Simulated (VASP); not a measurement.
# SnSe (F-43m) in VASP: a series of runs, part 2 of 2

VASP 6.6.1. Earlier steps stand in the parts before.

### Step 3. Electric field gradients, PBE

Contents of INCAR:

```
SYSTEM = SnSe
  ALGO = Fast
  EDIFF = 1E-8
  ENCUT = 520
  GGA = PE
  ISIF = 2
  ISMEAR = -1
  LASPH = .True.
  LCHARG = .False.
  LEFG = .True.
  LREAL = .False.
  LWAVE = .False.
  NBANDS = 17
  NELM = 100
  PREC = Accurate
  SIGMA = 0.05
```

Contents of KPOINTS:

```
k-points
0
Gamma
  12 12 12
  0 0 0
```

Contents of POSCAR:

```
SnSe
1.0
    0.0000000000      3.3889240702      3.3889240702
    3.3889240702      0.0000000000      3.3889240702
    3.3889240702      3.3889240702      0.0000000000
Sn Se
1 1
Direct
    0.0000000000      0.0000000000      0.0000000000
    0.2500000000      0.2500000000      0.2500000000
```

Potentials or basis: VASP PAW PBE potentials, release 64 (Sn_d, Se).

Launch:

```sh
cat potpaw_PBE.64/Sn_d/POTCAR potpaw_PBE.64/Se/POTCAR > POTCAR
mpirun -np 1 vasp_std > vasp.out
```

OUTCAR:

```text
SYSTEM = SnSe
   EDIFF = 1E-8
   ENCUT = 520
   GGA = PE
   ISIF = 2
   ISMEAR = -1
   LASPH = .True.
   LREAL = .False.
   NELM = 100
   PREC = Accurate

 ion  position               nearest neighbor table
   1  0.000  0.000  0.000-   2 2.93   2 2.93   2 2.93   2 2.93
   2  0.250  0.250  0.250-   1 2.93   1 2.93   1 2.93   1 2.93

  LATTYP: Found a face centered cubic cell.
 ALAT       =     6.7778481404

  Lattice vectors:

 A1 = (   0.0000000000,   3.3889240702,   3.3889240702)
 A2 = (   3.3889240702,   0.0000000000,   3.3889240702)
 A3 = (   3.3889240702,   3.3889240702,   0.0000000000)

Analysis of symmetry for initial positions (statically):
=====================================================================
 Subroutine PRICEL returns:
 Original cell was already a primitive cell.

 Routine SETGRP: Setting up the symmetry group for a
 face centered cubic supercell.

 Subroutine GETGRP returns: Found 24 space group operations
 (whereof 24 operations were pure point group operations)
 out of a pool of 48 trial point group operations.

The static configuration has the point symmetry T_d .

Analysis of symmetry for dynamics (positions and initial velocities):
=====================================================================
 Subroutine PRICEL returns:
 Original cell was already a primitive cell.

 Routine SETGRP: Setting up the symmetry group for a
 face centered cubic supercell.

 Subroutine GETGRP returns: Found 24 space group operations
 (whereof 24 operations were pure point group operations)
 out of a pool of 48 trial point group operations.

The dynamic configuration has the point symmetry T_d .

[... 151 lines left out ...]
 fundamental gap:      0.0511076944
 Fermi energy:         2.8538865947

 k-point     1 :       0.0000    0.0000    0.0000
  band No.  band energies     occupation
      1     -18.9612      2.00000
      2     -18.9612      2.00000
      3     -18.9612      2.00000
      4     -18.9503      2.00000
      5     -18.9503      2.00000
      6     -10.3387      2.00000
[... 457 lines left out ...]
      4     -18.9499      2.00000
      5     -18.9496      2.00000
      6      -9.8572      2.00000
[... 9 lines left out ...]
     16      10.1024      0.00000
     17      11.2783      0.00000

 [... further k-points ...]
[... 5 lines left out ...]
  --------------------------------------------------------------------------------------
  -------------------------------------------------------------------------------------
  Total        0.0018500      0.0018500      0.0018500      0.0000000      0.0000000     -0.0000000
  in kB        0.0380776      0.0380776      0.0380776      0.0000000      0.0000000     -0.0000000
  external PRESSURE =       0.0380776 kB  Pullay stress =       0.0000000 kB

 VOLUME and BASIS-vectors are now :
 -----------------------------------------------------------------------------
  energy-cutoff  :      520.00
  volume of cell :       77.84
      direct lattice vectors                 reciprocal lattice vectors
     0.000000000  3.388924070  3.388924070    -0.147539452  0.147539452  0.147539452
     3.388924070  0.000000000  3.388924070     0.147539452 -0.147539452  0.147539452
     3.388924070  3.388924070  0.000000000     0.147539452  0.147539452 -0.147539452

 POSITION                                       TOTAL-FORCE (eV/Angst)
 -----------------------------------------------------------------------------------
      0.00000      0.00000      0.00000        -0.000000     -0.000000     -0.000000
      1.69446      1.69446      1.69446         0.000000      0.000000      0.000000
 -----------------------------------------------------------------------------------
    total drift:                               -0.000000     -0.000000     -0.000000

  FREE ENERGIE OF THE ION-ELECTRON SYSTEM (eV)
  ---------------------------------------------------
  free  energy   TOTEN  =        -7.7555177102 eV

  energy  without entropy=       -7.7541718726  energy(sigma->0) =       -7.75484479

 Electric field gradients (V/A^2)
---------------------------------------------------------------------
 ion       V_xx      V_yy      V_zz      V_xy      V_xz      V_yz
---------------------------------------------------------------------
   1       0.000     0.000    -0.000     0.002     0.002     0.002
   2      -0.000     0.000    -0.000    -0.000    -0.000    -0.000
---------------------------------------------------------------------

 Electric field gradients after diagonalization (V/A^2)
 (convention: |V_zz| > |V_xx| > |V_yy|)
----------------------------------------------------------------------
 ion       V_xx      V_yy      V_zz     asymmetry (V_yy - V_xx)/ V_zz
----------------------------------------------------------------------
   1      -0.002    -0.002     0.003       0.000
   2       0.000     0.000    -0.000       0.000
----------------------------------------------------------------------

           NMR quadrupolar parameters

 Cq : quadrupolar parameter    Cq=e*Q*V_zz/h
 eta: asymmetry parameters     (V_yy - V_xx)/ V_zz
 Q  : nuclear electric quadrupole moment in mb (millibarn)
----------------------------------------------------------------------
 ion       Cq(MHz)       eta       Q (mb)
----------------------------------------------------------------------
   1       0.000       0.000       1.000
   2      -0.000       0.000       1.000
----------------------------------------------------------------------
```

OSZICAR:

```text
N       E                     dE             d eps       ncg     rms          rms(c)
DAV:   1     0.134273983684E+03    0.13427E+03   -0.95344E+03  2458   0.125E+03
DAV:   2     0.628474065135E+01   -0.12799E+03   -0.12449E+03  2691   0.324E+02
DAV:   3    -0.769156186022E+01   -0.13976E+02   -0.13843E+02  2902   0.972E+01
DAV:   4    -0.809406138567E+01   -0.40250E+00   -0.40222E+00  2914   0.181E+01
DAV:   5    -0.810683199488E+01   -0.12771E-01   -0.12770E-01  3453   0.312E+00    0.327E+00
RMM:   6    -0.775609018600E+01    0.35074E+00   -0.37892E-01  3103   0.288E+00    0.186E+00
RMM:   7    -0.775263830042E+01    0.34519E-02   -0.86855E-02  3016   0.141E+00    0.103E+00
RMM:   8    -0.775624769549E+01   -0.36094E-02   -0.10909E-02  3081   0.951E-01    0.204E-01
RMM:   9    -0.775494482759E+01    0.13029E-02   -0.45472E-03  3263   0.467E-01    0.859E-02
RMM:  10    -0.775545577149E+01   -0.51094E-03   -0.10227E-03  3462   0.263E-01    0.262E-02
RMM:  11    -0.775551082441E+01   -0.55053E-04   -0.37956E-04  3288   0.118E-01    0.103E-02
RMM:  12    -0.775551602416E+01   -0.51998E-05   -0.73100E-05  3747   0.623E-02    0.541E-03
RMM:  13    -0.775551752013E+01   -0.14960E-05   -0.11223E-05  3705   0.241E-02    0.295E-03
RMM:  14    -0.775551761373E+01   -0.93604E-07   -0.30547E-06  3625   0.118E-02    0.129E-03
RMM:  15    -0.775551770100E+01   -0.87264E-07   -0.76321E-07  3616   0.557E-03    0.395E-04
RMM:  16    -0.775551771016E+01   -0.91604E-08   -0.78249E-08  3259   0.217E-03
   1 F= -.77555177E+01 E0= -.77548448E+01  d E =-.134584E-02
```

stdout:

```text
POSCAR found type information on POSCAR SnSe
 POSCAR found :  2 types and       2 ions
 scaLAPACK will be used
 LDA part: xc-table for (Slater+PW92), standard interpolation
 POSCAR, INCAR and KPOINTS ok, starting setup
 FFT: planning ... GRIDC
 FFT: planning ... GRID_SOFT
 FFT: planning ... GRID
 WAVECAR not read
 entering main loop
WARNING in EDDRMM: call to ZHEGV failed, returncode =   8  4     16
ion   1

ion   2
```

It took 98 s on 1 thread of AMD EPYC 7R13 (Zen 3), shared host; peak memory 0.23 GiB.

What came out:

```yaml
Free_energy: -7.7555 eV
Pressure: 0.0 GPa
Band_gap_on_the_k_mesh: 0.05 eV, indirect (least direct gap 0.68 eV)
```

Electric field gradients, principal values (V/Å²):
```csv
atom,Vxx,Vyy,Vzz
1 Sn,-0.002,-0.002,0.003
2 Se,0.000,0.000,0.000
```

Caveat: spin-orbit coupling is left out, which moves the levels of the heavy elements. A k mesh can miss the band edges.
